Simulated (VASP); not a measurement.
# SnSe (Pnma) in VASP: notebook

The runs below take SnSe through relaxation of cell and atoms, with PBE+D3(BJ).

All numbers are computed with VASP 6.6.1; they aren't measurements. Logs are shortened: lines on timing, memory, paths and dates and some standing lists are left out, and cuts for length are marked.

## 1. Starting point

Symmetry: Pnma, No. 62, orthorhombic system. Conventional cell: a = 11.420 Å, b = 4.190 Å, c = 4.460 Å, α = 90.00°, β = 90.00°, γ = 90.00°. Sn (site symmetry m) is surrounded by 3 Se at 2.69 to 2.83 Å. Se (site symmetry m) has 3 Sn at 2.69 to 2.83 Å as nearest neighbours.

## 2. Relaxation of cell and atoms, PBE+D3(BJ)

File INCAR:

```
PREC     = Accurate       # precision mode
ENCUT    = 600            # plane-wave cutoff, eV
EDIFF    = 1E-6           # SCF threshold, eV
ISMEAR   = 0              # smearing method
SIGMA    = 0.03           # smearing width, eV
LREAL    = False          # projectors in reciprocal space
LASPH    = True           # aspherical terms in the spheres
NELM     = 80             # most SCF steps
ALGO     = Normal         # electronic algorithm
ISIF     = 3              # what is computed and relaxed
LWAVE    = False          # write WAVECAR
LCHARG   = False          # write CHGCAR
GGA      = PE             # functional
IVDW     = 12             # dispersion correction
IBRION   = 2              # ionic algorithm
NSW      = 90             # ionic steps
EDIFFG   = -0.01          # ionic threshold
KPAR     = 2
```

File KPOINTS:

```
regular mesh
0
Gamma
  4 8 8
```

File POSCAR:

```
SnSe
1.0
   11.4200000000      0.0000000000      0.0000000000
    0.0000000000      4.1900000000      0.0000000000
    0.0000000000      0.0000000000      4.4600000000
Sn Se
4 4
Direct
    0.1230000000      0.2500000000      0.0910000000
    0.3770000000      0.7500000000      0.5910000000
    0.6230000000      0.2500000000      0.4090000000
    0.8770000000      0.7500000000      0.9090000000
    0.3570000000      0.2500000000      0.0160000000
    0.1430000000      0.7500000000      0.5160000000
    0.8570000000      0.2500000000      0.4840000000
    0.6430000000      0.7500000000      0.9840000000
```

Potentials or basis: VASP PAW PBE potentials, release 64 (Sn_d, Se).

Run with:

```
$ cat potpaw_PBE.64/Sn_d/POTCAR potpaw_PBE.64/Se/POTCAR > POTCAR
$ mpirun -np 2 vasp_std > vasp.out
```

OUTCAR:

```text
PREC = Accurate
   ENCUT = 600
   EDIFF = 1E-6
   ISMEAR = 0
   LREAL = False
   LASPH = True
   NELM = 80
   ISIF = 3
   GGA = PE
   IVDW = 12
   IBRION = 2
   NSW = 90
   EDIFFG = -0.01
 IVDW          = 12

 ion  position               nearest neighbor table
   1  0.123  0.250  0.091-   5 2.69   6 2.83   6 2.83   4 3.60   4 3.60
   2  0.377  0.750  0.591-   6 2.69   5 2.83   5 2.83   3 3.60   3 3.60
   3  0.623  0.250  0.409-   7 2.69   8 2.83   8 2.83   2 3.60   2 3.60
   4  0.877  0.750  0.909-   8 2.69   7 2.83   7 2.83   1 3.60   1 3.60
   5  0.357  0.250  0.016-   1 2.69   2 2.83   2 2.83
   6  0.143  0.750  0.516-   2 2.69   1 2.83   1 2.83
   7  0.857  0.250  0.484-   3 2.69   4 2.83   4 2.83
   8  0.643  0.750  0.984-   4 2.69   3 2.83   3 2.83

  LATTYP: Found a simple orthorhombic cell.
 ALAT       =     4.1900000000
 B/A-ratio  =     1.0644391408
 C/A-ratio  =     2.7255369928

  Lattice vectors:

 A1 = (   0.0000000000,   4.1900000000,   0.0000000000)
 A2 = (   0.0000000000,   0.0000000000,   4.4600000000)
 A3 = (  11.4200000000,   0.0000000000,   0.0000000000)

Analysis of symmetry for initial positions (statically):
=====================================================================
 Subroutine PRICEL returns:
 Original cell was already a primitive cell.

 Routine SETGRP: Setting up the symmetry group for a
 simple orthorhombic supercell.

 Subroutine GETGRP returns: Found  8 space group operations
 (whereof  2 operations were pure point group operations)
 out of a pool of  8 trial point group operations.

The static configuration has the point symmetry S_2 .
 The point group associated with its full space group is D_2h.

Analysis of symmetry for dynamics (positions and initial velocities):
=====================================================================
 Subroutine PRICEL returns:
 Original cell was already a primitive cell.

 Routine SETGRP: Setting up the symmetry group for a
 simple orthorhombic supercell.

 Subroutine GETGRP returns: Found  8 space group operations
 (whereof  2 operations were pure point group operations)
 out of a pool of  8 trial point group operations.

The dynamic configuration has the point symmetry S_2 .
 The point group associated with its full space group is D_2h.

 Subroutine INISYM returns: Found  8 space group operations
 (whereof  2 operations are pure point group operations),
 and found     1 'primitive' translations

----------------------------------------------------------------------------------------

                                     Primitive cell

  volume of cell :     213.4101

  direct lattice vectors                    reciprocal lattice vectors
    11.420000000  0.000000000  0.000000000     0.087565674  0.000000000  0.000000000
[... 100 lines left out ...]
   EDIFFG = -.1E-01   stopping-criterion for IOM
   NSW    =     90    number of steps for IOM
   IBRION =      2    ionic relax: 0-MD 1-quasi-New 2-CG
   NFREE  =      1    steps in history (QN), initial steepest desc. (CG)
   ISIF   =      3    stress and relaxation
   ISYM   =      2    0-nonsym 1-usesym 2-fastsym
   POTIM  = 0.5000    time-step for ionic-motion
   TEBEG  =    0.0;   TEEND  =   0.0 temperature during run
   PSTRESS=    0.0 pullay stress
   NELECT =      80.0000    total number of electrons
   NUPDOWN=      -1.0000    fix difference up-down
   EMIN   =  10.00;   EMAX   =-10.00  energy-range for DOS
   EFERMI =   0.00;   METHOD = LEGACY
   ISMEAR =     0;   SIGMA  =   0.03  broadening in eV -4-tet -1-fermi 0-gaus
   EFERMI_NEDOS =   21; number of points for ismear=-14 and -15
   IALGO  =     38    algorithm
   IMIX   =      4    mixing-type and parameters
     AMIX     =   0.40;   BMIX     =  1.00
     AMIX_MAG =   1.60;   BMIX_MAG =  1.00
  volume/ion in A,a.u.               =      26.68       180.02
  Fermi-wavevector in a.u.,A,eV,Ry     =   1.180411  2.230653 18.957944  1.393370
  Thomas-Fermi vector in A             =   2.316704
   LORBIT       =      0    0 simple, 1 ext, 2 COOP (PROOUT), +10 PAW based schemes
   GGA     = PE    functional components
   LHFCALC =     F    Hartree Fock is set to
   AEXX    =    0.0000 exact exchange contribution
   IVDW    =    12    specifies the selected vdW correction
   LEPSILON=     F    determine dielectric tensor
   LRPA    =     F    only Hartree local field effects (RPA)
 conjugate gradient relaxation of ions
 non-spin polarized calculation
 Gauss-broadening in eV      SIGMA  =   0.03
  energy-cutoff  :      600.00
  volume of cell :      213.41
 maximum number of plane-waves:      7156
 NGX is ok and might be reduce to    96
   NGX = 45   NGY = 17   NGZ = 17

--------------------------------------- Ionic step        1  -------------------------------------------

 number of electron      79.9999997 magnetization

 Free energy of the ion-electron system (eV)
  ---------------------------------------------------
  ext. energy  EPLUGINS =         0.00000000
  ---------------------------------------------------
  free energy    TOTEN  =       -32.77518741 eV

  energy without entropy =      -32.77518741  energy(sigma->0) =      -32.77518741

------------------------ aborting loop because EDIFF is reached ----------------------------------------

 Edisp (eV)   -2.89966

 E8    (eV) :    -1.3085
[... 123 lines left out ...]
  FREE ENERGIE OF THE ION-ELECTRON SYSTEM (eV)
  ---------------------------------------------------
  free  energy   TOTEN  =       -35.7136809393 eV

  energy  without entropy=      -35.7136809393  energy(sigma->0) =      -35.71368094

[... ionic steps 4 to 15 ...]

--------------------------------------- Ionic step       16  -------------------------------------------

 number of electron      79.9999992 magnetization

------------------------ aborting loop because EDIFF is reached ----------------------------------------
[... 87 lines left out ...]
--------------------------------------- Ionic step       18  -------------------------------------------

 number of electron      79.9999990 magnetization

 Free energy of the ion-electron system (eV)
  ---------------------------------------------------
  ext. energy  EPLUGINS =         0.00000000
  ---------------------------------------------------
  free energy    TOTEN  =       -32.78205655 eV

  energy without entropy =      -32.78205655  energy(sigma->0) =      -32.78205655

 E-fermi :   5.8380     XC(G=0):  -9.7976

 val. band max:        5.6631496590   @ k =   0.0000   0.0000   0.3750
 cond. band min:       6.1881017872   @ k =   0.0000   0.0000   0.0000
 fundamental gap:      0.5249521282
 Fermi energy:         5.8380237367

 k-point     1 :       0.0000    0.0000    0.0000
  band No.  band energies     occupation
      1     -15.7329      2.00000
      2     -15.7228      2.00000
      3     -15.7193      2.00000
      4     -15.7179      2.00000
      5     -15.7159      2.00000
      6     -15.7122      2.00000
[... 1213 lines left out ...]
     47       8.9227      0.00000
     48       8.9227      0.00000

 [... further k-points ...]

------------------------ aborting loop because EDIFF is reached ----------------------------------------

 Edisp (eV)   -2.94938

 E8    (eV) :    -1.3304
[... 31 lines left out ...]
  FREE ENERGIE OF THE ION-ELECTRON SYSTEM (eV)
  ---------------------------------------------------
  free  energy   TOTEN  =       -35.7314363437 eV

  energy  without entropy=      -35.7314363437  energy(sigma->0) =      -35.73143634

 reached required accuracy - stopping structural energy minimisation
```

OSZICAR:

```text
N       E                     dE             d eps       ncg     rms          rms(c)
DAV:   1     0.930349766695E+03    0.93035E+03   -0.39972E+04  7800   0.236E+03
DAV:   2     0.128589468746E+03   -0.80176E+03   -0.77882E+03  7224   0.677E+02
DAV:   3    -0.225990865023E+02   -0.15119E+03   -0.14472E+03  8544   0.218E+02
[... 145 lines left out ...]
DAV:   2    -0.327820939264E+02   -0.41653E-04   -0.12230E-03 11032   0.278E-01    0.384E-02
DAV:   3    -0.327820638037E+02    0.30123E-04   -0.40146E-05 10568   0.538E-02    0.208E-02
DAV:   4    -0.327820550039E+02    0.87999E-05   -0.16899E-05  9584   0.407E-02    0.301E-03
DAV:   5    -0.327820563395E+02   -0.13357E-05   -0.96525E-06  7088   0.265E-02    0.139E-03
DAV:   6    -0.327820565534E+02   -0.21392E-06   -0.25549E-07  3760   0.457E-03
  18 F= -.35731436E+02 E0= -.35731436E+02  d E =-.528915E-04
```

CONTCAR:

```text
SnSe
   1.00000000000000
    11.4951242996721099    0.0000000000000000    0.0000000000000000
     0.0000000000000000    4.1770248357747342   -0.0000000000000000
     0.0000000000000000   -0.0000000000000000    4.3703652297386792
  Sn              Se
     4     4
Direct
     0.1183530229146526    0.2500000000000000    0.0892348999778624
     0.3816469770853473    0.7500000000000000    0.5892348999778624
     0.6183530229146527    0.2500000000000000    0.4107651000221376
     0.8816469770853473    0.7500000000000000    0.9107651000221376
     0.3573219298020119    0.2500000000000000    0.0205160840254089
     0.1426780701979882    0.7500000000000000    0.5205160840254089
     0.8573219298020118    0.2500000000000000    0.4794839159745911
     0.6426780701979882    0.7500000000000000    0.9794839159745911

  0.00000000E+00  0.00000000E+00  0.00000000E+00
  0.00000000E+00  0.00000000E+00  0.00000000E+00
  0.00000000E+00  0.00000000E+00  0.00000000E+00
  0.00000000E+00  0.00000000E+00  0.00000000E+00
  0.00000000E+00  0.00000000E+00  0.00000000E+00
  0.00000000E+00  0.00000000E+00  0.00000000E+00
  0.00000000E+00  0.00000000E+00  0.00000000E+00
  0.00000000E+00  0.00000000E+00  0.00000000E+00
```

It took 32 min on 2 MPI ranks of Intel Xeon 6975P-C (Granite Rapids), shared host; peak memory 0.88 GiB.

Results:

```yaml
Free_energy: -35.7314 eV
Relaxed_volume: 26.23 Å³/atom
Relaxed_cell: a = 11.495 Å, b = 4.177 Å, c = 4.370 Å, α = 90.00°, β = 90.00°, γ = 90.00°
Space_group_after_relaxing_to_0.05_Å: Pnma (No. 62)
Energy_gained_by_relaxing: 7.1 meV/atom
Ionic_steps: 18
Pressure_after_relaxing: 0.0 GPa
Largest_force_after_relaxing: 0.009 eV/Å
Band_gap_on_the_k_mesh: 0.53 eV, indirect (least direct gap 0.81 eV)
Dispersion_energy_per_atom: -0.369 eV
```

Forces in eV/Å, atoms in the order of the input:
```
Sn  -0.007  0.000  0.006
Sn   0.007  0.000  0.006
Sn  -0.007  0.000 -0.006
Sn   0.007  0.000 -0.006
Se   0.001  0.000  0.002
Se  -0.001  0.000  0.002
Se   0.001  0.000 -0.002
Se  -0.001  0.000 -0.002
```

Step by step:
| step | energy change (eV) | largest force (eV/Å) | pressure (GPa) | volume (Å³) |
| --- | --- | --- | --- | --- |
| 1 | 0.0000 | 0.3326 | 0.24 | 213.41 |
| 2 | -0.0384 | 0.0662 | -0.48 | 214.60 |
| 3 | -0.0388 | 0.0889 | -0.43 | 214.48 |
| 4 | -0.0446 | 0.1063 | -0.05 | 212.42 |
| 5 | -0.0459 | 0.1207 | 0.23 | 210.93 |
| 6 | -0.0504 | 0.0911 | 0.19 | 210.47 |
| 7 | -0.0554 | 0.0199 | 0.08 | 209.10 |
| 8 | -0.0555 | 0.0183 | 0.08 | 209.27 |
| 9 | -0.0559 | 0.0287 | -0.01 | 209.72 |
| 10 | -0.0559 | 0.0332 | -0.07 | 209.91 |
| 11 | -0.0559 | 0.0314 | -0.05 | 209.84 |
| 12 | -0.0562 | 0.0247 | -0.04 | 209.83 |
| 13 | -0.0564 | 0.0174 | -0.01 | 209.83 |
| 14 | -0.0563 | 0.0160 | 0.04 | 209.82 |
| 15 | -0.0564 | 0.0144 | 0.01 | 209.83 |
| 16 | -0.0565 | 0.0110 | -0.01 | 209.88 |
| 17 | -0.0565 | 0.0102 | -0.01 | 209.88 |
| 18 | -0.0566 | 0.0091 | -0.01 | 209.84 |

Final structure:
```
Sn Se
1.0
    11.49512    0.00000    0.00000
     0.00000    4.17702    0.00000
     0.00000    0.00000    4.37037
Sn Se
4 4
Direct
  0.11835 0.25000 0.08923
  0.38165 0.75000 0.58923
  0.61835 0.25000 0.41077
  0.88165 0.75000 0.91077
  0.35732 0.25000 0.02052
  0.14268 0.75000 0.52052
  0.85732 0.25000 0.47948
  0.64268 0.75000 0.97948
```

Levels at points of the mesh, in eV from the valence-band top:
| k point | band 36 | band 37 | band 38 | band 39 | band 40 | band 41 | band 42 | band 43 | band 44 | band 45 |
| --- | --- | --- | --- | --- | --- | --- | --- | --- | --- | --- |
| (0.00, 0.00, 0.00) | -1.87 | -1.64 | -1.34 | -0.73 | -0.59 | 0.53 | 3.00 | 3.15 | 3.17 | 3.37 |
| (0.50, 0.00, 0.00) | -2.17 | -1.94 | -1.94 | -0.61 | -0.61 | 2.55 | 2.55 | 2.79 | 2.79 | 3.78 |
| (0.00, 0.50, 0.00) | -1.65 | -1.02 | -1.02 | -0.63 | -0.63 | 0.92 | 0.92 | 1.39 | 1.39 | 1.65 |
| (0.50, 0.50, 0.00) | -2.07 | -0.91 | -0.91 | -0.91 | -0.91 | 1.41 | 1.41 | 1.41 | 1.41 | 2.04 |
| (0.00, 0.00, 0.50) | -1.44 | -0.78 | -0.78 | -0.27 | -0.27 | 1.21 | 1.21 | 1.41 | 1.41 | 1.58 |
| (0.50, 0.00, 0.50) | -1.74 | -0.46 | -0.46 | -0.24 | -0.24 | 1.15 | 1.15 | 1.47 | 1.47 | 1.59 |
| (0.00, 0.50, 0.50) | -3.28 | -2.34 | -2.34 | -1.56 | -1.56 | 2.62 | 2.62 | 3.00 | 3.00 | 4.68 |
| (0.50, 0.50, 0.50) | -3.88 | -1.62 | -1.62 | -1.62 | -1.62 | 2.40 | 2.40 | 2.40 | 2.40 | 4.89 |

Caveat: spin-orbit coupling is left out, which moves the levels of the heavy elements. A k mesh can miss the band edges.

## 3. Relaxation of cell and atoms, PBE+D3(BJ)

This run uses another cell than the first one, of 26.23 Å³/atom, 0.983 times its volume.

INCAR: that of step 2 with these lines changed.

```diff
@@ -2,3 +2,3 @@
 ENCUT    = 600            # plane-wave cutoff, eV
-EDIFF    = 1E-6           # SCF threshold, eV
+EDIFF    = 1E-7           # SCF threshold, eV
 ISMEAR   = 0              # smearing method
@@ -16,3 +16,3 @@
 NSW      = 90             # ionic steps
-EDIFFG   = -0.01          # ionic threshold
+EDIFFG   = -0.005         # ionic threshold
 KPAR     = 2
```

KPOINTS is that of step 2.

File POSCAR:

```
SnSe                                    
1.0
   11.4951242997      0.0000000000      0.0000000000
    0.0000000000      4.1770248358     -0.0000000000
    0.0000000000     -0.0000000000      4.3703652297
  Sn              Se            
     4     4
Direct
     0.1183530229146526    0.2500000000000000    0.0892348999778624
     0.3816469770853473    0.7500000000000000    0.5892348999778624
     0.6183530229146527    0.2500000000000000    0.4107651000221376
     0.8816469770853473    0.7500000000000000    0.9107651000221376
     0.3573219298020119    0.2500000000000000    0.0205160840254089
     0.1426780701979882    0.7500000000000000    0.5205160840254089
     0.8573219298020118    0.2500000000000000    0.4794839159745911
     0.6426780701979882    0.7500000000000000    0.9794839159745911
```

Potentials or basis: VASP PAW PBE potentials, release 64 (Sn_d, Se).

Run with:

```
$ cat potpaw_PBE.64/Sn_d/POTCAR potpaw_PBE.64/Se/POTCAR > POTCAR
$ mpirun -np 2 vasp_std > vasp.out
```

Wall time 46 min (2 MPI ranks of Intel Xeon 6975P-C (Granite Rapids), shared host); peak memory 0.86 GiB.

The run converged. Its results:

| Item | Value |
| --- | --- |
| Free energy | -35.7316 eV |
| Relaxed volume | 26.24 Å³/atom |
| Relaxed cell | a = 11.486 Å, b = 4.172 Å, c = 4.380 Å, α = 90.00°, β = 90.00°, γ = 90.00° |
| Space group after relaxing (to 0.05 Å) | Pnma (No. 62) |
| Energy gained by relaxing | 0.0 meV/atom |
| Ionic steps | 20 |
| Pressure after relaxing | 0.0 GPa |
| Largest force after relaxing | 0.004 eV/Å |
| Band gap on the k mesh | 0.54 eV, indirect (least direct gap 0.82 eV) |
| Dispersion energy per atom | -0.369 eV |

Forces on the atoms (eV/Å):
```
Sn   0.003  0.000  0.001
Sn  -0.003  0.000  0.001
Sn   0.003  0.000 -0.001
Sn  -0.003  0.000 -0.001
Se   0.002  0.000  0.002
Se  -0.002  0.000  0.002
Se   0.002  0.000 -0.002
Se  -0.002  0.000 -0.002
```

Step by step:
| step | energy change (eV) | largest force (eV/Å) | pressure (GPa) | volume (Å³) |
| --- | --- | --- | --- | --- |
| 1 | 0.0000 | 0.0091 | -0.01 | 209.84 |
| 2 | 0.0000 | 0.0076 | 0.00 | 209.78 |
| 3 | 0.0000 | 0.0065 | 0.02 | 209.72 |
| 4 | 0.0000 | 0.0060 | 0.01 | 209.73 |
| 5 | -0.0001 | 0.0061 | -0.01 | 209.77 |
| 6 | -0.0001 | 0.0136 | -0.04 | 209.84 |
| 7 | -0.0001 | 0.0103 | -0.03 | 209.81 |
| 8 | -0.0001 | 0.0103 | -0.03 | 209.80 |
| 9 | -0.0001 | 0.0104 | -0.02 | 209.76 |
| 10 | -0.0002 | 0.0107 | -0.01 | 209.69 |
| 11 | -0.0002 | 0.0113 | 0.02 | 209.54 |
| 12 | -0.0002 | 0.0111 | 0.01 | 209.62 |
| 13 | -0.0002 | 0.0101 | 0.02 | 209.62 |
| 14 | -0.0003 | 0.0082 | 0.02 | 209.65 |
| 15 | -0.0003 | 0.0051 | 0.03 | 209.69 |
| 16 | -0.0003 | 0.0050 | 0.03 | 209.71 |
| 17 | -0.0003 | 0.0081 | -0.03 | 209.99 |
| 18 | -0.0003 | 0.0065 | -0.01 | 209.87 |
| 19 | -0.0003 | 0.0067 | -0.01 | 209.88 |
| 20 | -0.0004 | 0.0036 | -0.01 | 209.89 |

Final structure:
```xyz
8
Lattice="11.4865 0.0000 0.0000 0.0000 4.1722 0.0000 0.0000 0.0000 4.3797" Properties=species:S:1:pos:R:3 pbc="T T T"
Sn    1.3512    1.0431    0.4080
Sn    4.3921    3.1292    2.5979
Sn    7.0944    1.0431    1.7818
Sn   10.1353    3.1292    3.9716
Se    4.1010    1.0431    0.0964
Se    1.6423    3.1292    2.2863
Se    9.8442    1.0431    2.0934
Se    7.3855    3.1292    4.2832
```

Levels at points of the mesh, in eV from the valence-band top:
| k point | band 36 | band 37 | band 38 | band 39 | band 40 | band 41 | band 42 | band 43 | band 44 | band 45 |
| --- | --- | --- | --- | --- | --- | --- | --- | --- | --- | --- |
| (0.00, 0.00, 0.00) | -1.87 | -1.62 | -1.31 | -0.72 | -0.58 | 0.54 | 2.97 | 3.14 | 3.16 | 3.35 |
| (0.50, 0.00, 0.00) | -2.17 | -1.92 | -1.92 | -0.59 | -0.59 | 2.56 | 2.56 | 2.78 | 2.78 | 3.77 |
| (0.00, 0.50, 0.00) | -1.66 | -1.00 | -1.00 | -0.66 | -0.66 | 0.94 | 0.94 | 1.39 | 1.39 | 1.66 |
| (0.50, 0.50, 0.00) | -2.07 | -0.92 | -0.92 | -0.92 | -0.92 | 1.42 | 1.42 | 1.42 | 1.42 | 2.07 |
| (0.00, 0.00, 0.50) | -1.42 | -0.78 | -0.78 | -0.26 | -0.26 | 1.22 | 1.22 | 1.44 | 1.44 | 1.61 |
| (0.50, 0.00, 0.50) | -1.74 | -0.46 | -0.46 | -0.23 | -0.23 | 1.15 | 1.15 | 1.49 | 1.49 | 1.62 |
| (0.00, 0.50, 0.50) | -3.25 | -2.35 | -2.35 | -1.53 | -1.53 | 2.60 | 2.60 | 3.01 | 3.01 | 4.65 |
| (0.50, 0.50, 0.50) | -3.86 | -1.60 | -1.60 | -1.60 | -1.60 | 2.40 | 2.40 | 2.40 | 2.40 | 4.88 |

Caveat: spin-orbit coupling is left out, which moves the levels of the heavy elements. A k mesh can miss the band edges.
